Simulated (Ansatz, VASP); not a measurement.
## Two plane-wave programs on Ge

File INCAR:

```
SYSTEM = Ge
ALGO = Normal
EDIFF = 1E-6
ENCUT = 520
GGA = PE
ISIF = 2
ISMEAR = 0
LASPH = .True.
LCHARG = .True.
LELF = .True.
LREAL = .False.
LVHAR = .True.
LWAVE = .False.
NBANDS = 13
NELM = 60
PREC = Accurate
SIGMA = 0.025
```

KPOINTS

```
k-points
0
Gamma
  12 12 12
  0 0 0
```

File POSCAR:

```
Ge
1.0
   -1.6084200000      1.6084200000      1.8731800000
    1.6084200000     -1.6084200000      1.8731800000
    1.6084200000      1.6084200000     -1.8731800000
Ge
1
Direct
    0.5000000000      0.5000000000      0.0000000000
```

Contents of input.yaml:

```yaml
crystal:
  lattice:
    - [-1.60842, 1.60842, 1.87318]
    - [1.60842, -1.60842, 1.87318]
    - [1.60842, 1.60842, -1.87318]
  atoms:
    - { symbol: Ge, position: [0.5, 0.5, 0.0] }
hamiltonian:
  xc: pbe
  pseudopotentials: { kind: paw }
kpoints:
  mp_grid: { grid: [12, 12, 12] }
scf:
  occupations: { method: gaussian, width: 0.025 }
output:
  forces: true
  stress: true
  eigenvalues: true
```

The cell was built by a generator and needn't be a form met in nature.

Alike in both runs: task single point; functional PBE; k mesh 12 × 12 × 12; occupations gaussian, width 0.025 eV; no spin polarisation.

```csv
,VASP,Ansatz
version,VASP 6.6.1,Ansatz 0.2.0
potentials or method,"VASP PAW PBE potentials, release 64 (Ge_d)",Ansatz PAW
plane-wave cutoff (eV),520,420
valence electrons in the cell,14,14
```

```tsv
	VASP	Ansatz	Ansatz less VASP
gap on the k mesh at the Fermi level (eV)	none	none	-
pressure (GPa)	0.7	0.8	+0.10
largest component of the traceless stress (GPa)	0.64	0.63	-0.002
```

A gap of «none» marks a metal or a gap that the smearing closes.
